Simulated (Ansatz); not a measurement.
Runs of Ansatz 0.2.0 on ZnSe (Stilleite). The structure is cubic, space group F-43m (No. 216). The conventional cell has a = 5.668 Å, b = 5.668 Å, c = 5.668 Å, α = 90.00°, β = 90.00°, γ = 90.00°. Se (site symmetry -43m) has 4 Zn at 2.45 Å as nearest neighbours. Around Zn (site symmetry -43m) lie 4 Se at 2.45 Å. 

| task | level | potentials or basis | cell | k mesh | cutoff (eV) | smearing | points for each segment of the path | mesh quality | gap on the mesh (eV) | pressure (GPa) |
| --- | --- | --- | --- | --- | --- | --- | --- | --- | --- | --- |
| band structure | LDA | JTH PAW LDA | as given | 8 × 8 × 8 | 960 | fermi-dirac 0.05 eV | 14 | not flagged | 1.03 | -3.4 |
| relaxation of cell and atoms | BPBE+D3(BJ) | Ansatz PAW earlier set | relaxed | 8 × 8 × 8 | 800 | gaussian 0.01 eV | - | not flagged | 1.53 | 0.0 |
| single point | PBE | Ansatz PAW soft_1 | as given | 8 × 8 × 8 | 420 | fermi-dirac 0.05 eV | - | not flagged | 1.28 | 2.1 |
| band structure | BLYP+D3(BJ) | Ansatz PAW earlier set | as given | 8 × 8 × 8 | 800 | fermi-dirac 0.05 eV | 14 | not flagged | (a) | -0.3 |
| single point | r2SCAN+rVV10 | Ansatz PAW earlier set | as given | 8 × 8 × 8 | 820 | tetrahedron | - | not flagged | 1.82 | -0.9 |
| band structure | PBE | SPMS NC | as given | 8 × 8 × 8 | 816 | fermi-dirac 0.05 eV | 14 | not flagged | 1.28 | (b) |
| single point | HSE03 | Ansatz PAW earlier set | as given | 4 × 4 × 4 | 660 | gaussian 0.02 eV | - | coarse | 2.25 | - |

Alike in all rows: no spin polarisation.

**Question.** Fill in the values left out.

**Answer.** (a) 1.24; (b) 2.3.

Caveats: some runs use coarse meshes; the PAW data sets come from PBE, with cores solved anew for the run's functional, which leaves a small shift of forces and pressure (some runs); the potentials were made for another functional, which shifts forces and pressure (some runs); the plane-wave basis is chosen anew once the cell has moved, so the energies of steps on either side of that aren't comparable (some runs).

A k mesh can miss the band edges, and the runs leave out spin-orbit coupling on Se.

Not every run made on this cell is shown here.
